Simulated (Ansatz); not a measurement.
**LiCl (h-MgO type): G0W0 against its settings**

LiCl built on the h-MgO prototype, relaxed with r2SCAN; one-shot G0W0 in Ansatz without spin-orbit coupling. Note: simulated data, non-magnetic, for a generated structure that need not be the stable one.

```yaml
crystal:
  lattice:
    - [4.16187, 0.00000, 0.00000]
    - [-2.08094, 3.60429, 0.00000]
    - [0.00000, 0.00000, 5.23255]
  atoms:
    - { symbol: Li, position: [0.33333, 0.66667, 0.25000] }
    - { symbol: Li, position: [0.66667, 0.33333, 0.75000] }
    - { symbol: Cl, position: [0.66667, 0.33333, 0.25000] }
    - { symbol: Cl, position: [0.33333, 0.66667, 0.75000] }
```

Gaps are read over the mesh points alone. G0W0 here is at a finite number of bands, screening cutoff and k mesh, not at the basis limit.

| start | potentials | frequency model | mesh | empty bands | screening cutoff (eV) | Kohn-Sham gap (eV) | G0W0 gap (eV) | rough cost |
| --- | --- | --- | --- | --- | --- | --- | --- | --- |
| PBE | PAW | contour deformation | 6×6×4 | 127 | 80 | 5.65 | 7.95 | 4 core-minutes |
| PBE | PAW | contour deformation | 6×6×4 | 295 | 140 | 5.65 | 8.15 | 17 core-minutes |
| HSE06 | PAW | contour deformation | 6×6×4 | 295 | 140 | 6.95 | 8.73 | 30 core-minutes |
| LDA | PAW | contour deformation | 6×6×4 | 295 | 140 | 5.24 | 7.98 | 19 core-minutes |
| r2SCAN | PAW | contour deformation | 6×6×4 | 295 | 140 | 6.30 | 8.52 | 22 core-minutes |

G0W0 moves the gap on the mesh from 5.65 eV (PBE) to 8.15 eV (direct at Γ). Renormalisation factors Z lie between 0.80 and 0.86.

Raising bands and cutoff together moves the gap by +0.20 eV (80 to 140 eV); the last step is still large, so the basis limit isn't reached. Starting from HSE06 (6.95 eV against PBE's 5.65 eV) gives 8.73 eV, +0.58 eV from G0W0@PBE at the same screening cutoff. Starting from LDA (5.24 eV against PBE's 5.65 eV) gives 7.98 eV, -0.17 eV from G0W0@PBE at the same screening cutoff. Starting from r2SCAN (6.30 eV against PBE's 5.65 eV) gives 8.52 eV, +0.37 eV from G0W0@PBE at the same screening cutoff. r2SCAN runs take a wave cutoff of 500 eV.
